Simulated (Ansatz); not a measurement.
# CoO (P3m1) in Ansatz: settings compared

Aim: see how the results for CoO move with the level of theory and the settings. Levels: LDA, r2SCAN. Tasks: band structure, single point, equation of state.

Everything below comes from runs of Ansatz 0.2.0. Logs are shortened: lines on timing, memory, paths and dates and some standing lists are left out, and cuts for length are marked.

### 1 The structure

The structure is hexagonal, space group P6_3mc (No. 186). The conventional cell has a = 3.198 Å, b = 3.198 Å, c = 5.229 Å, α = 90.00°, β = 90.00°, γ = 120.00°. Around Co (site symmetry 3m) lie 4 O at 1.93 to 1.97 Å. O (site symmetry 3m) has 4 Co at 1.93 to 1.97 Å as nearest neighbours.

Measurements of this composition are mostly on another form, of space group No. 225.

### 2 Band structure, LDA, collinear spin, ferromagnetic start

input.yaml

```yaml
crystal:
  lattice:
    - [3.1976457435, 0.0, 0.0]
    - [-1.5988228718, 2.7692424462, 0.0]
    - [0.0, 0.0, 5.22870971]
  atoms:
    - { symbol: Co, position: [0.3333333333, 0.6666666667, 0.50336241], spin: 2.0 }
    - { symbol: Co, position: [0.0, 0.0, 0.00347414], spin: 2.0 }
    - { symbol: O, position: [0.3333333333, 0.6666666667, 0.8715556] }
    - { symbol: O, position: [0.0, 0.0, 0.37160885] }
hamiltonian:
  xc: lda
  pseudopotentials: { kind: paw }
magnetization:
  spin_polarized: true
kpoints:
  mp_grid: { grid: [10, 10, 5] }
  band_path:
    path:
      - [[0.0, 0.0, 0.0], [0.5, 0.0, 0.0], [0.3333333333, 0.3333333333, 0.0], [0.0, 0.0, 0.0], [0.0, 0.0, 0.5], [0.5, 0.0, 0.5], [0.3333333333, 0.3333333333, 0.5], [0.0, 0.0, 0.5]]
      - [[0.5, 0.0, 0.5], [0.5, 0.0, 0.0]]
      - [[0.3333333333, 0.3333333333, 0.0], [0.3333333333, 0.3333333333, 0.5]]
    npoints: 14
scf:
  occupations: { method: fermi_dirac, width: 0.05 }
  n_extra_bands: 10
output:
  forces: true
  stress: true
  eigenvalues: true
  fatbands: true
```

Potentials or basis: Ansatz PAW.

Command:

```bash
ansatz run input.yaml --threads 2 --pin off --max-ram 5632MiB --backend cpu --events-out ev --progress --plain --runs-dir out
```

Standard output:

```text
Warning: RAYON_NUM_THREADS=2 ignored (pool sized by the plan → 2); use --threads N
scf.n_extra_bands = 10 over 23 filled bands (N_el = 46.0): the run solves 33 bands
Engine: ansatz 0.2.0, x86_64-unknown-linux-gnu
Pseudopotentials: kind: paw
Pseudopotential: Co, paw, valence charge 17, recommended cutoff 420 eV (normal), Co.paw.azcp
Pseudopotential: O, paw, valence charge 6, recommended cutoff 420 eV (normal), O.paw.azcp
Functional definition: SPW92
  exchange = slater_x
  correlation = pw_c
Crystal: 4 atoms, lattice volume = 46.301 Å³
Basis set: ecut = 420 eV, 917 PW (Γ)
Bands: 33, of which v1, the nominal top of the filled ones, is band 23 counted from 1 (22 counted from 0)
Symmetry: 6 space group operations
Space group: P3m1 (ITA 156), of the structure as read, at distance tolerance 3.6e-5 Å
Magnetic group: BNS 156.49 (UNI 1279), of the structure as read, at distance tolerance 3.6e-5 Å
k-points: 58 of 500 (time reversal used)
Non-local potential: Co, projectors of the file, l = 0: 3, l = 1: 2, l = 2: 3, l = 3: 1
Non-local potential: O, projectors of the file, l = 0: 2, l = 1: 2, l = 2: 1
PAW form: soft (Blöchl's): semilocal exchange-correlation on the pseudo side does not see the compensation charge
PAW frozen core: Co, regenerated for the run's functional, and the local potential with it (the file was generated under x = pbe(κ = 0.804, μ = 0.2195149727645171), c = pbe(β = 0.06672455060314922))
PAW frozen core: O, regenerated for the run's functional, and the local potential with it (the file was generated under x = pbe(κ = 0.804, μ = 0.2195149727645171), c = pbe(β = 0.06672455060314922))
PAW one-centre angular grid: Co, 590 points (default); XC on 64 Gauss nodes
PAW one-centre angular grid: O, 110 points (default); XC on 64 Gauss nodes
Initial density: superposition of atomic densities (chi_scale 0.1, normalization cell, long waves kept (reshape's long-wave potential 0.00 eV rms))
Starting moments: Σ|m| = 4 μB on 2 of 4 sites
Initial wavefunctions: pseudopotential atomic-orbital guess
Functional: x = slater, c = lda
SCF iter   1: F=—  HF=-11230.925043 eV  |F-HF|=—  |Δ(HF+E_count)|=         —  Δρ=9.88e-2 (↑7.87e-2 ↓9.88e-2)  dr2=1.10e1  dr2_m=1.53e-1  M=3.875 μB ∫|m|=3.875 μB  β_m=0.30  ethr=3.10e-3  ⟨swp⟩=5.6  Hψ=14551  notcnv=0  defer=17
Mixer restart at iter 1: flushing history
preconditioner: auto → Kerker (q_TF=auto, 2.725 Å⁻¹)  [metal: Δε(μ)=0.013 eV  Ē_g=11.876 eV  σ=0.050 eV  W_gap=0.07  n_scr=22 (ndim 8)  ℏωp=29.9 eV  f_vac=0.000  D(μ)=5.17/eV (n_scr^D=66)]
spin=Collinear: Kerker preconditioning applied to the charge; magnetization (m = ρ↑ − ρ↓) channel mixes plain (no charge-response kernel on spin).
SCF iter   2: F=—  HF=-11232.472102 eV  |F-HF|=—  |Δ(HF+E_count)|=    1.55e0  Δρ=6.84e-2 (↑6.84e-2 ↓5.21e-2)  dr2=1.34e0  dr2_m=1.24e0  M=5.079 μB ∫|m|=5.079 μB  β_m=0.35  ethr=3.10e-3  ⟨swp⟩=4.0  Hψ=8763  notcnv=0  defer=332
SCF iter   3: F=—  HF=-11232.870645 eV  |F-HF|=—  |Δ(HF+E_count)|=   3.99e-1  Δρ=4.84e-2 (↑4.84e-2 ↓4.37e-2)  dr2=5.87e-1  dr2_m=7.58e-1  M=5.272 μB ∫|m|=5.272 μB  β_m=0.38  ethr=2.91e-3  ⟨swp⟩=2.0  Hψ=5470  notcnv=0  defer=351
SCF iter   4: F=—  HF=-11232.984304 eV  |F-HF|=—  |Δ(HF+E_count)|=   1.14e-1  Δρ=2.36e-2 (↑2.33e-2 ↓2.36e-2)  dr2=1.69e-1  dr2_m=1.94e-1  M=5.410 μB ∫|m|=5.413 μB  β_m=0.78  ethr=1.28e-3  ⟨swp⟩=2.3  Hψ=5555  notcnv=0  defer=350
SCF iter   5: F=—  HF=-11232.993453 eV  |F-HF|=—  |Δ(HF+E_count)|=         —  Δρ=6.96e-3 (↑2.08e-3 ↓6.96e-3)  dr2=2.42e-2  dr2_m=3.72e-3  M=5.634 μB ∫|m|=5.643 μB  β_m=0.78  ethr=3.66e-4  ⟨swp⟩=2.8  Hψ=7296  notcnv=0  defer=363
Mixer restart at iter 5: flushing history
SCF iter   6: F=—  HF=-11232.994396 eV  |F-HF|=—  |Δ(HF+E_count)|=   9.43e-4  Δρ=4.01e-3 (↑4.01e-3 ↓2.93e-3)  dr2=8.39e-3  dr2_m=1.98e-4  M=5.627 μB ∫|m|=5.636 μB  β_m=0.67  ethr=5.27e-5  ⟨swp⟩=2.0  Hψ=7293  notcnv=0  defer=363
SCF iter   7: F=—  HF=-11232.991765 eV  |F-HF|=—  |Δ(HF+E_count)|=   2.63e-3  Δρ=9.62e-4 (↑7.11e-4 ↓9.62e-4)  dr2=9.28e-4  dr2_m=1.87e-5  M=5.622 μB ∫|m|=5.631 μB  β_m=0.65  ethr=1.82e-5  ⟨swp⟩=2.0  Hψ=7863  notcnv=0  defer=372
SCF iter   8: F=—  HF=-11232.991817 eV  |F-HF|=—  |Δ(HF+E_count)|=   5.15e-5  Δρ=7.27e-4 (↑3.34e-4 ↓7.27e-4)  dr2=2.61e-4  dr2_m=3.68e-5  M=5.616 μB ∫|m|=5.625 μB  β_m=0.83  ethr=2.02e-6  ⟨swp⟩=2.7  Hψ=6326  notcnv=0  defer=372
[... 9 lines left out ...]
SCF iter  17: F=—  HF=-11233.097995 eV  |F-HF|=—  |Δ(HF+E_count)|=   9.79e-3  Δρ=2.36e-3 (↑2.36e-3 ↓1.90e-3)  dr2=5.25e-3  dr2_m=1.21e-3  M=-0.039 μB ∫|m|=4.683 μB  β_m=0.74  ethr=4.61e-5  ⟨swp⟩=2.4  Hψ=6812  notcnv=0  defer=348
SCF iter  18: F=—  HF=-11233.097082 eV  |F-HF|=—  |Δ(HF+E_count)|=   9.13e-4  Δρ=1.28e-3 (↑1.28e-3 ↓8.40e-4)  dr2=3.92e-4  dr2_m=3.11e-4  M=-0.020 μB ∫|m|=4.684 μB  β_m=0.87  ethr=1.14e-5  ⟨swp⟩=1.4  Hψ=3908  notcnv=0  defer=348
SCF iter  19: F=—  HF=-11233.097397 eV  |F-HF|=—  |Δ(HF+E_count)|=   3.15e-4  Δρ=7.04e-4 (↑5.33e-4 ↓7.04e-4)  dr2=2.08e-4  dr2_m=8.44e-5  M=-0.006 μB ∫|m|=4.682 μB  β_m=0.94  ethr=8.53e-7  ⟨swp⟩=2.1  Hψ=5917  notcnv=0  defer=348
SCF iter  20: F=—  HF=-11233.097442 eV  |F-HF|=—  |Δ(HF+E_count)|=   4.48e-5  Δρ=2.14e-4 (↑2.14e-4 ↓1.08e-4)  dr2=1.87e-5  dr2_m=9.85e-6  M=-0.004 μB ∫|m|=4.681 μB  β_m=0.97  ethr=4.53e-7  ⟨swp⟩=2.1  Hψ=5404  notcnv=0  defer=348
SCF iter  21: F=—  HF=-11233.097439 eV  |F-HF|=—  |Δ(HF+E_count)|=   2.99e-6  Δρ=8.66e-5 (↑8.66e-5 ↓7.61e-5)  dr2=8.72e-6  dr2_m=1.09e-6  M=-0.003 μB ∫|m|=4.681 μB  β_m=0.98  ethr=4.07e-8  ⟨swp⟩=2.3  Hψ=4896  notcnv=0  defer=348
SCF iter  22: F=—  HF=-11233.097439 eV  |F-HF|=—  |Δ(HF+E_count)|=   6.08e-7  Δρ=3.27e-5 (↑2.75e-5 ↓3.27e-5)  dr2=1.55e-6  dr2_m=7.57e-8  M=-0.002 μB ∫|m|=4.681 μB  β_m=0.99  ethr=1.89e-8  ⟨swp⟩=1.0  Hψ=3828  notcnv=0  defer=348
SCF iter  23: F=—  HF=-11233.097438 eV  |F-HF|=—  |Δ(HF+E_count)|=   1.44e-7  Δρ=1.90e-5 (↑1.90e-5 ↓7.64e-6)  dr2=2.00e-7  dr2_m=2.67e-8  M=-0.002 μB ∫|m|=4.681 μB  β_m=1.00  ethr=3.38e-9  ⟨swp⟩=2.1  Hψ=4428  notcnv=0  defer=348
SCF iter  24: F=—  HF=-11233.097438 eV  |F-HF|=—  |Δ(HF+E_count)|=  2.98e-10  Δρ=6.99e-6 (↑4.33e-6 ↓6.99e-6)  dr2=5.02e-8  dr2_m=3.91e-9  M=-0.002 μB ∫|m|=4.681 μB  β_m=0.95  ethr=4.34e-10  ⟨swp⟩=2.4  Hψ=5533  notcnv=0  defer=348
SCF iter  25: F=-11233.097438 eV  HF=-11233.097438 eV  |F-HF|=4.83e-8  |Δ(HF+E_count)|=   4.76e-9  Δρ=6.52e-6 (↑6.24e-6 ↓6.52e-6)  dr2=5.26e-8  dr2_m=5.33e-9  M=-0.002 μB ∫|m|=4.681 μB  ethr=1.09e-10  ⟨swp⟩=7.9  Hψ=15501  notcnv=0
SCF 1 converged in 25 iterations: F = -11233.097438 eV  dr2 = 5.26e-8
WARN: the starting moments were not kept: 1 of 2 ended reversed and 1 kept their direction, counting a site from 0.1 μB. The largest reversed, site 1 (counted from 0, in the order of the report's site_moments_mub), started with +2.0 μB and closes at -2.0e0 μB in its sphere. The net magnetisation is 1.7e-3 μB in size, at most 0.1 of the 4 μB that the starting moments add up to as vectors. The SCF closed on another magnetic arrangement than the starting moments describe; that does not show which of the two is lower. To try another start: change the starting moments (crystal.atoms[].spin, magnetization.per_species, magnetization.initial_magnetization, or on a non-collinear deck that types none of these the spinor_matrix: blocks that start its atoms; where the total moment is fixed, keep their sum and leave initial_magnetization as it is; typed ones take the place of any that the run laid by itself, positive ones on a crystal's lanthanoids without a Hubbard term where scf.initial_density.shell_occupations: [] is typed); see also scf.mixing.spin_hold.
NSCF: frozen V_eff on 129 k-points
SCF converged after 25 iterations
Magnetization: -0.0018 μB (22.9991 up, 23.0009 down)
Absolute magnetization: 4.6808 μB (∫|ρ↑−ρ↓|, with the PAW one-centre terms)
Spin contamination: 2.1249 ħ² per cell (⟨S²⟩ above its minimum at these occupations)
Per-site moments (μB) at R_I (Å): [(1.9783117781921058, 0.7941348144299109), (-1.9793961508403755, 0.7940086822655766), (-0.1491502514821155, 0.7941348144299109), (0.14872845897087753, 0.7940086822655766)]
Free energy (F): -11233.097438 eV
Harris-Foulkes:  -11233.097438 eV  (|F-HF|=4.83e-8)
Internal energy: -11233.048189 eV  (E = F + TS)
E sigma→0 (E₀):  -11233.072814 eV
Entropy (-TS):   -0.049249 eV (-12.312 meV/atom)
Fermi energy:    10.603139 eV
--- Per-component energies (eV) ---
  E_band       = -754.323877
  E_kinetic    = 1234.383133
  E_local      = -7799.682327  (includes V_loc(G=0)·N_el)
  E_nonlocal   = 1036.202909
  E_hartree    = 3206.972194
  E_xc         = -450.836631
  E_vxc        = -583.403634  (∫ρ·V_xc dr)
  E_paw        = -3202.806189  (= ΣΔE_a)
  E_vpaw       = -1055.773945  (= ΣTr[D̂ρ^β])
  E_aug_tail   = 0.005176  (compensation charges beyond the density's cutoff)
  E_ewald      = -5258.316798
  E_core_change = 1.030344  (= ΣΔE_core)
  E_smearing   = -0.049249  (= −TS)
  E_closure    = 0.000000  (closes the sum)
  Σ components = -11233.097438   (vs F -11233.097438, Δ=0.00e0)
--- Forces (eV/Å), atoms counted from 1 ---
  atom   1  Co     0.00000000    -0.00000000     0.04698171
  atom   2  Co     0.00000000     0.00000000     0.04272637
  atom   3  O     -0.00000000     0.00000000    -0.04429366
  atom   4  O      0.00000000    -0.00000000    -0.04540416
  max |Σ_I F_I| component: 1.03e-5 eV/Å
--- Stress (GPa, compression-positive) ---
      -18.887485       0.000000       0.000000
        0.000000     -18.887485      -0.000000
        0.000000      -0.000000     -16.326767
  P = ⅓ Tr σ = -18.0339 GPa (-180.339 kbar)
--- Band table (eV; the first three rows and the last of 116) ---
  k-point 0 ↑: bands = ["-85.0435", "-82.6247", "-48.9078", "-48.6292", "-48.6292", "-46.4915", "-46.3171", "-46.3171", "-9.1617", "-8.4400", "3.5245", "4.6917", "4.6995", "4.6995", "5.4746", "5.4746", "8.3585", "8.3585", "8.9292", "9.7369", "9.7369", "10.6809", "10.6809", "10.7618", "11.9757", "12.3604", "12.3604", "16.0225", "17.7014", "24.1271", "24.1271", "24.4417", "25.3248"]
  k-point 1 ↑: bands = ["-85.0435", "-82.6247", "-48.9078", "-48.6292", "-48.6292", "-46.4914", "-46.3172", "-46.3172", "-9.1043", "-8.5006", "3.5590", "4.5139", "4.7015", "4.7015", "5.4531", "5.4531", "8.3898", "8.3898", "9.0806", "9.7594", "9.7594", "10.6945", "10.6945", "11.0298", "12.0762", "12.3095", "12.3095", "15.2474", "18.4567", "23.2659", "24.1014", "24.1014", "25.0398"]
  k-point 2 ↑: bands = ["-85.0435", "-82.6247", "-48.9077", "-48.6292", "-48.6292", "-46.4915", "-46.3171", "-46.3171", "-8.9718", "-8.6383", "3.6900", "4.1623", "4.7057", "4.7057", "5.4190", "5.4190", "8.4414", "8.4414", "9.3604", "9.7903", "9.7903", "10.7276", "10.7276", "11.2663", "12.2210", "12.2210", "12.7407", "13.9870", "19.7726", "21.4037", "24.1226", "24.1226", "24.5916"]
  k-point 57 ↓: bands = ["-85.0436", "-82.6236", "-48.9080", "-48.6429", "-48.6391", "-46.4888", "-46.3326", "-46.3281", "-8.4627", "-8.1967", "3.9469", "4.0345", "4.3560", "4.6818", "5.2997", "5.5944", "7.9105", "8.5283", "8.9602", "9.0549", "9.3048", "9.7946", "10.3280", "10.6747", "11.1645", "11.3880", "17.3210", "17.7524", "18.6350", "18.9541", "19.8445", "20.3699", "24.3158"]
```

It took 21 s on 2 threads of Intel Xeon 6975P-C (Granite Rapids), shared host; peak memory 0.49 GiB.

What came out:

```yaml
Free_energy: -11233.0974 eV
Pressure: -18.0 GPa
Largest_force: 0.047 eV/Å
Band_gap_on_the_k_mesh: none (metal or under the smearing width)
Net_moment: 0.00 μB per cell
Absolute_moment: 4.68 μB per cell
Site_moments: Co +1.98, -1.98; O -0.15, +0.15 μB
```

Forces on the atoms (eV/Å):
```
Co   0.000  0.000  0.047
Co   0.000  0.000  0.043
O    0.000  0.000 -0.044
O    0.000  0.000 -0.045
```

Levels at the corners of the path, in eV from the Fermi level:
Spin up:
| point | band 19 | band 20 | band 21 | band 22 | band 23 | band 24 | band 25 | band 26 | band 27 | band 28 |
| --- | --- | --- | --- | --- | --- | --- | --- | --- | --- | --- |
| Γ | -1.67 | -0.87 | -0.87 | 0.08 | 0.08 | 0.16 | 1.37 | 1.76 | 1.76 | 5.42 |
| M | -1.96 | -1.89 | -1.26 | -0.33 | -0.20 | -0.05 | 0.60 | 0.99 | 5.67 | 6.08 |
| K | -2.21 | -1.53 | -1.44 | -0.81 | 0.07 | 0.15 | 0.32 | 0.69 | 7.10 | 7.53 |
| Γ | -1.67 | -0.87 | -0.87 | 0.08 | 0.08 | 0.16 | 1.37 | 1.76 | 1.76 | 5.42 |
| A | -1.19 | -0.81 | -0.81 | 0.13 | 0.13 | 0.67 | 1.60 | 1.60 | 2.57 | 2.89 |
| L | -1.87 | -1.46 | -1.14 | -0.37 | -0.12 | -0.05 | 0.62 | 0.85 | 5.41 | 5.72 |
| H | -1.49 | -1.46 | -1.41 | -0.87 | -0.35 | 0.10 | 0.58 | 0.76 | 7.04 | 7.57 |
| A | -1.19 | -0.81 | -0.81 | 0.13 | 0.13 | 0.67 | 1.60 | 1.60 | 2.57 | 2.89 |
| L | -1.87 | -1.46 | -1.14 | -0.37 | -0.12 | -0.05 | 0.62 | 0.85 | 5.41 | 5.72 |
| M | -1.96 | -1.89 | -1.26 | -0.33 | -0.20 | -0.05 | 0.60 | 0.99 | 5.67 | 6.08 |
| K | -2.21 | -1.53 | -1.44 | -0.81 | 0.07 | 0.15 | 0.32 | 0.69 | 7.10 | 7.53 |
| H | -1.49 | -1.46 | -1.41 | -0.87 | -0.35 | 0.10 | 0.58 | 0.76 | 7.04 | 7.57 |
Spin down:
| point | band 19 | band 20 | band 21 | band 22 | band 23 | band 24 | band 25 | band 26 | band 27 | band 28 |
| --- | --- | --- | --- | --- | --- | --- | --- | --- | --- | --- |
| Γ | -1.67 | -0.87 | -0.87 | 0.08 | 0.08 | 0.16 | 1.37 | 1.76 | 1.76 | 5.42 |
| M | -1.96 | -1.89 | -1.26 | -0.33 | -0.20 | -0.05 | 0.60 | 0.99 | 5.67 | 6.08 |
| K | -2.21 | -1.53 | -1.44 | -0.81 | 0.07 | 0.15 | 0.32 | 0.69 | 7.10 | 7.53 |
| Γ | -1.67 | -0.87 | -0.87 | 0.08 | 0.08 | 0.16 | 1.37 | 1.76 | 1.76 | 5.42 |
| A | -1.19 | -0.81 | -0.81 | 0.13 | 0.13 | 0.68 | 1.60 | 1.60 | 2.57 | 2.89 |
| L | -1.87 | -1.46 | -1.14 | -0.37 | -0.12 | -0.05 | 0.62 | 0.85 | 5.41 | 5.72 |
| H | -1.49 | -1.46 | -1.41 | -0.87 | -0.35 | 0.10 | 0.58 | 0.76 | 7.03 | 7.57 |
| A | -1.19 | -0.81 | -0.81 | 0.13 | 0.13 | 0.68 | 1.60 | 1.60 | 2.57 | 2.89 |
| L | -1.87 | -1.46 | -1.14 | -0.37 | -0.12 | -0.05 | 0.62 | 0.85 | 5.41 | 5.72 |
| M | -1.96 | -1.89 | -1.26 | -0.33 | -0.20 | -0.05 | 0.60 | 0.99 | 5.67 | 6.08 |
| K | -2.21 | -1.53 | -1.44 | -0.81 | 0.07 | 0.15 | 0.32 | 0.69 | 7.10 | 7.53 |
| H | -1.49 | -1.46 | -1.41 | -0.87 | -0.35 | 0.10 | 0.58 | 0.76 | 7.03 | 7.57 |

Caveat: the pressure holds a Pulay correction of +0.9 GPa for the finite cutoff; semilocal functionals often make such compounds metallic where correlation or magnetic order opens a gap, which also shifts bond lengths; the PAW data sets come from PBE, with cores solved anew for the run's functional, which leaves a small shift of forces and pressure; the starting moments weren't kept.

(Part 1 of 3 ends here.)
